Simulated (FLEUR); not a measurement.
## Ni (c factor at fixed volume 1.03 on the database's cell): anisotropy by force theorems

Wanted: anisotropy for Ni (c factor at fixed volume 1.03 on the database's cell), with the cost of each step.

Method: PBE; all-electron FLAPW, Dirac cores, scalar-relativistic bands, in FLEUR MaX-R8.1.

Most raw output is cut from this account.

## 1. The starting structure

Symmetry: I4/mmm, No. 139, tetragonal system. The conventional cell has a = 2.455 Å, b = 2.455 Å, c = 3.630 Å, α = 90.00°, β = 90.00°, γ = 90.00°. Nearest to Ni lie 12 Ni at 2.46 to 2.51 Å.

The cell is strained on purpose: c factor at fixed volume 1.03 on the database's cell.

## 2. Reference state

The force theorems are single passes in this state's potential, so it has to be converged first.

No symmetry is used, so that later steps may turn the spins freely; k and −k are joined. inpgen writes inp.xml from crystal.txt; cutoffs, mixing, functional, smearing and local orbitals are then set in the file. The k list scf (kpts.xml, not shown) is a Γ-centred 14×14×14 mesh; where the ranks do not divide the number of points, some are split in two of half the weight.

The input, inp.xml:

```
<?xml version="1.0" encoding="UTF-8" standalone="no"?>
<fleurInput fleurInputVersion="0.39">
   <comment>
      Ni
   </comment>
   <calculationSetup>
      <cutoffs Kmax="3.63" Gmax="10.9" GmaxXC="10.9" numbands="0"/>
      <scfLoop itmax="110" minDistance="0.00002" maxIterBroyd="15" imix="Anderson" alpha="0.05" precondParam="0.0" spinf="2.0" sdNocoIR="T"/>
      <coreElectrons ctail="F" frcor="F" kcrel="0" coretail_lmax="0"/>
      <xcFunctional name="pbe" relativisticCorrections="F"/>
      <magnetism jspins="2" l_noco="F" l_ss="F">
         <qss>0.0 0.0 0.0</qss>
         <mtNocoParams l_mperp="F" l_mtNocoPot="F" l_relaxSQA="F" mag_mixing_scheme="0" mix_RelaxWeightOffD="1.0" l_constrained="F" mix_constr="1.0"/>
         <sourceFreeMag l_sourceFree="F" l_scaleMag="F" mag_scale="1.0"/>
      </magnetism>
      <soc l_soc="F" theta="0.0" phi="0.0" spav="F"/>
      <expertModes spex="0" secvar="F"/>
      <geometryOptimization l_f="F" forcealpha="1.0" forcemix="BFGS" epsdisp="0.00001" epsforce="0.00001"/>
      <ldaU l_linMix="F" mixParam="0.05" spinf="1.0"/>
   </calculationSetup>
   <cell>
      <bzIntegration valenceElectrons="18.0" mode="hist" fermiSmearingEnergy="0.00183747">
         <kPointListSelection listName="scf"/>
         <xi:include xmlns:xi="http://www.w3.org/2001/XInclude" href="kpts.xml"> </xi:include>
      </bzIntegration>
      <xi:include xmlns:xi="http://www.w3.org/2001/XInclude" href="sym.xml"> </xi:include>
      <bulkLattice scale="1.0">
         <bravaisMatrix>
            <row-1>    0.0000000000000000     3.2807273333139730     3.4294618373275139</row-1>
            <row-2>    3.2807273333139730     0.0000000000000000     3.4294618373275139</row-2>
            <row-3>    3.2807273333139730     3.2807273333139730     0.0000000000000000</row-3>
         </bravaisMatrix>
      </bulkLattice>
   </cell>
   <atomSpecies>
      <species name="Nickel (Ni1.000" element="Ni" atomicNumber="28">
         <mtSphere radius="2.26" gridPoints="747" logIncrement="0.016"/>
         <atomicCutoffs lmax="8" lnonsphr="6"/>
         <electronConfig flipSpins="F">
            <coreConfig>(1s1/2) (2s1/2) (2p1/2) (2p3/2)</coreConfig>
            <valenceConfig>(3s1/2) (3p1/2) (3p3/2) (4s1/2) (3d3/2) (3d5/2)</valenceConfig>
            <stateOccupation state="(3d3/2)" spinUp="1.6" spinDown="1.6"/>
            <stateOccupation state="(3d5/2)" spinUp="2.9" spinDown="1.9"/>
         </electronConfig>
         <energyParameters s="4" p="4" d="3" f="4"/>
         <lo type="SCLO" l="0" n="3" eDeriv="0"/>
         <lo type="SCLO" l="1" n="3" eDeriv="0"/>
      </species>
   </atomSpecies>
   <atomGroups>
      <atomGroup species="Nickel (Ni1.000">
         <relPos label="                   1">.0000000000 .0000000000 .0000000000</relPos>
         <force calculate="T" relaxXYZ="TTT"/>
         <nocoParams  alpha="0.0" beta="0.0"/>
      </atomGroup>
   </atomGroups>
   <output dos="F" band="F" slice="F">
      <bandDOS minEnergy="-.5*Htr" maxEnergy="0.5*Htr" sigma="0.015" storeEVData="T"/>
      <plotting iplot="0" polar="F">
         <plot TwoD="T" vec1="  1.0  0.0  0.0" vec2="  0.0  1.0  0.0" vec3="  0.0  0.0  1.0" zero="  0.0  0.0  0.0" file="plot"/>
      </plotting>
      <moessbauerParams electricFieldGradient="F" isomerShift="F" coreHyperfine="F" valenceHyperfine="F"/>
   </output>
</fleurInput>
```

The input, crystal.txt:

```
Ni
&input film=F cartesian=F /
0.00000000000  1.73608614000  1.81479305000
1.73608614000  0.00000000000  1.81479305000
1.73608614000  1.73608614000  0.00000000000
1.8897261246
1.0 1.0 1.0

1
28 0.00000000000  0.00000000000  0.00000000000 : 1.000

&kpt div1=14 div2=14 div3=14 gamma=T /
```

Started as:

```sh
$ OMP_NUM_THREADS=1 inpgen -f crystal.txt -nosym -noco > inpgen.log  # inp.xml is then edited as shown
$ OMP_NUM_THREADS=1 mpirun -n 4 fleur_MPI > fleur.log
```

Run time: 93 s. Hardware: 4 MPI ranks of Arm Neoverse V1, shared host; peak memory 0.34 GiB.

This step gave:

* free energy: -41383.9160 eV
* program's band gap on this mesh (in a metal only a level spacing): 1.00e-10 eV
* magnetization: 0.6116 μB
* final state: ferromagnetic
* largest moment: 0.6439 μB

After 22 cycles the largest moment stands at 0.644 μB.

## 3. Energy against the direction of the moments, rung 1

Anisotropy is a small difference, so it is taken from sums over occupied states at a frozen potential, where most errors cancel.

One pass with spin–orbit coupling for each direction, from the saved density. Inversion lets half of the mesh serve, which the program's warning doesn't know. The k list mae (kpts.xml, not shown) is a Γ-centred 19×19×19 mesh.

inp.xml, as its differences from that of step 2:

```diff
@@ -6,4 +6,4 @@
    <calculationSetup>
-      <cutoffs Kmax="3.63" Gmax="10.9" GmaxXC="10.9" numbands="0"/>
-      <scfLoop itmax="110" minDistance="0.00002" maxIterBroyd="15" imix="Anderson" alpha="0.05" precondParam="0.0" spinf="2.0" sdNocoIR="T"/>
+      <cutoffs Kmax="3.63" Gmax="10.9" GmaxXC="10.9" numbands="38"/>
+      <scfLoop itmax="1" minDistance="0.00002" maxIterBroyd="15" imix="Anderson" alpha="0.05" precondParam="0.0" spinf="2.0" sdNocoIR="T"/>
       <coreElectrons ctail="F" frcor="F" kcrel="0" coretail_lmax="0"/>
@@ -15,3 +15,3 @@
       </magnetism>
-      <soc l_soc="F" theta="0.0" phi="0.0" spav="F"/>
+      <soc l_soc="T" theta="0.0" phi="0.0" spav="F"/>
       <expertModes spex="0" secvar="F"/>
@@ -22,3 +22,3 @@
       <bzIntegration valenceElectrons="18.0" mode="hist" fermiSmearingEnergy="0.00183747">
-         <kPointListSelection listName="scf"/>
+         <kPointListSelection listName="mae"/>
          <xi:include xmlns:xi="http://www.w3.org/2001/XInclude" href="kpts.xml"> </xi:include>
@@ -63,2 +63,5 @@
    </output>
+   <forceTheorem>
+      <MAE theta="0.0 1.5707963 1.5707963 0.7853982" phi="0.0 -0.7853982 0.0 -0.7853982"/>
+   </forceTheorem>
 </fleurInput>
```

Started as:

```sh
$ OMP_NUM_THREADS=1 mpirun -n 4 fleur_MPI -warn_only > fleur.log
```

The job ended after 52 s (4 MPI ranks; peak memory 0.84 GiB; 3.5 min of CPU time).

Anisotropy energies, by row:

```tsv
axis	x	y	z	band energy less the first axis' (meV a cell)
[001]	0	0	1	0
[100]	0.7071	-0.7071	0	-0.05782
[110]	1	0	0	-0.05554
45 degrees from [001] toward [100]	0.5	-0.5	0.7071	-0.0286
```

Indices are those of the standard conventional cell; x, y, z give the same directions in the axes of the input.

## 4. Anisotropy by the force theorem, rung 2

A second rung shows how far the first can be trusted.

The k list mae (kpts.xml, not shown) is a Γ-centred 27×27×27 mesh.

inp.xml is that of step 3.

The job ended after 2.4 min (4 MPI ranks; peak memory 2.1 GiB).

Anisotropy energies, by row:

```tsv
axis	x	y	z	band energy less the first axis' (meV a cell)
[001]	0	0	1	0
[100]	0.7071	-0.7071	0	-0.0468
[110]	1	0	0	-0.0455
45 degrees from [001] toward [100]	0.5	-0.5	0.7071	-0.02318
```

## 5. Spin–orbit coupling, moments along [001]

Spin–orbit coupling ties the spins to the lattice and lets orbital moments form.

A new self-consistent run of the start ferro +, with the moments along z. The k list default-1 (kpts.xml, not shown) is a Γ-centred 27×27×27 mesh.

inp.xml, as its differences from that of step 2:

```diff
@@ -6,12 +6,8 @@
    <calculationSetup>
-      <cutoffs Kmax="3.63" Gmax="10.9" GmaxXC="10.9" numbands="0"/>
+      <cutoffs Kmax="3.63" Gmax="10.9" GmaxXC="10.9" numbands="38"/>
       <scfLoop itmax="110" minDistance="0.00002" maxIterBroyd="15" imix="Anderson" alpha="0.05" precondParam="0.0" spinf="2.0" sdNocoIR="T"/>
-      <coreElectrons ctail="F" frcor="F" kcrel="0" coretail_lmax="0"/>
+      <coreElectrons ctail="T" frcor="F" kcrel="0" coretail_lmax="0"/>
       <xcFunctional name="pbe" relativisticCorrections="F"/>
-      <magnetism jspins="2" l_noco="F" l_ss="F">
-         <qss>0.0 0.0 0.0</qss>
-         <mtNocoParams l_mperp="F" l_mtNocoPot="F" l_relaxSQA="F" mag_mixing_scheme="0" mix_RelaxWeightOffD="1.0" l_constrained="F" mix_constr="1.0"/>
-         <sourceFreeMag l_sourceFree="F" l_scaleMag="F" mag_scale="1.0"/>
-      </magnetism>
-      <soc l_soc="F" theta="0.0" phi="0.0" spav="F"/>
+      <magnetism jspins="2"/>
+      <soc l_soc="T" theta="0.0" phi="0.0" spav="F"/>
       <expertModes spex="0" secvar="F"/>
@@ -22,3 +18,3 @@
       <bzIntegration valenceElectrons="18.0" mode="hist" fermiSmearingEnergy="0.00183747">
-         <kPointListSelection listName="scf"/>
+         <kPointListSelection listName="default-1"/>
          <xi:include xmlns:xi="http://www.w3.org/2001/XInclude" href="kpts.xml"> </xi:include>
@@ -53,3 +49,2 @@
          <force calculate="T" relaxXYZ="TTT"/>
-         <nocoParams  alpha="0.0" beta="0.0"/>
       </atomGroup>
```

crystal.txt, as its differences from that of step 2:

```diff
@@ -11,2 +11,3 @@
 
-&kpt div1=14 div2=14 div3=14 gamma=T /
+&soc 0.0000000 0.0000000 /
+&kpt div1=27 div2=27 div3=27 gamma=T /
```

Started as:

```sh
$ OMP_NUM_THREADS=1 inpgen -f crystal.txt > inpgen.log  # inp.xml is then edited as shown
$ OMP_NUM_THREADS=1 mpirun -n 4 fleur_MPI > fleur.log
```

The job ended after 3.5 min (4 MPI ranks; peak memory 0.66 GiB).

Numbers from this step:

| Property | Result |
| --- | --- |
| free energy | -41383.9428 eV |
| program's band gap on this mesh (in a metal only a level spacing) | 0 eV |
| magnetization | 0.6274 μB |
| final state | ferromagnetic |
| largest moment | 0.6589 μB |
| orbital moment along the spin | 0.04703 μB |

Orbital moment in the sphere, along the spin axis by atom:

```tsv
atom	orbital moment in the sphere, along the spin axis (μB)
Ni1	0.0470
```

## 6. Outcome

```
reference state                                                             : ferromagnetic
largest sphere moment                                                       : 0.644 μB
easy direction of those tried                                               : the plane normal to [001]
energy along [100] less [001], force theorem                                : -0.0468 meV a primitive cell
orbital moment on the atom of largest spin, along its spin (spin–orbit run) : 0.0470 μB
```

**Reading.** By the force theorem the moments prefer the plane normal to [001], with no direction in it resolved; shape anisotropy is not in it. The difference for the second direction goes from -0.058 meV (mesh 19×19×19, 38 states, 3.5 min of CPU time) to -0.047 meV (mesh 27×27×27, 38 states, 9.7 min). On the atom of largest spin the orbital moment is almost quenched. The state was typed, and no other order was converged beside it, so it need not be the ground state.

[Logs and program files are shortened in this print: banners, set-up blocks, solver, clock and traceback lines can be left out without a mark of their own.]

[Logs are printed without paths, hosts, clocks, repeated set-up lines and the standing remarks that a program may print on its own settings, such as how far it seeks lower states.]

[Hosts, paths, dates, database ids (printed as entryN), source tags and the programs' standing remarks are cut or masked in the printed files.]

[Where a cell is said to come from a database of computed structures, the database is the Materials Project.]
